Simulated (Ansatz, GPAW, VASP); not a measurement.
## Al: 3 runs at one level of theory

```
CELL_PARAMETERS angstrom
-1.59122 1.59122 1.59122
1.59122 -1.59122 1.59122
1.59122 1.59122 -1.59122
ATOMIC_POSITIONS crystal
Al 0.00000 0.00000 0.00000
```

This isn't the form of Al at room conditions, which is fcc.

Alike in all runs: task single point; functional LDA; k mesh 12 × 12 × 12; occupations gaussian, width 0.05 eV; no spin polarisation; no spin-orbit coupling. LDA stands for any of its common fits. Pressure is positive in compression and, in plane waves, holds the error of the finite cutoff.

```
                                                    program and potentials  plane-wave cutoff (eV)  notes  band gap (eV)  pressure (GPa)
                                VASP, LDA PAW files Al, release 54, 520 eV                     520      -         no gap            0.56
                            Ansatz, all-electron LAPW, scalar-relativistic                       -      -         no gap            0.51
GPAW, the program's PAW data sets (release 1.2.1) made for this functional                     600      -         no gap            0.67
```

None finds a gap. The pressure spans 0.51 (Ansatz, all-electron LAPW, scalar-relativistic) to 0.67 GPa (GPAW, the program's PAW data sets (release 1.2.1) made for this functional), with all-electron results at 0.51.

The functional is the same throughout but for its coding, so the spread measures potentials, basis and numerics; runs on potential files found faulty are left out.

All three calculations describe bcc Al as a metal under slight compression, so the cell is a little smaller than the LDA equilibrium volume for this structure. The metallic character follows from the three valence electrons per atom: the broad, overlapping 3s-3p bands are nearly free-electron-like, and the weak lattice potential opens only local splittings that cannot separate filled from empty states throughout the zone.

The pressures differ little against the stiffness of aluminium, and would correspond to only a very small change in lattice parameter. Such close agreement is plausible for an element with a compact, well-separated neon-like core and no occupied d shell, which makes the valence region easy to represent. Because LDA usually overbinds, real aluminium held in this cell would probably be under greater compression than calculated.

A small pressure shows only that the cell is near equilibrium with respect to uniform volume change; it does not establish resistance to shear or to the phonon distortions that could take bcc towards a close-packed structure.
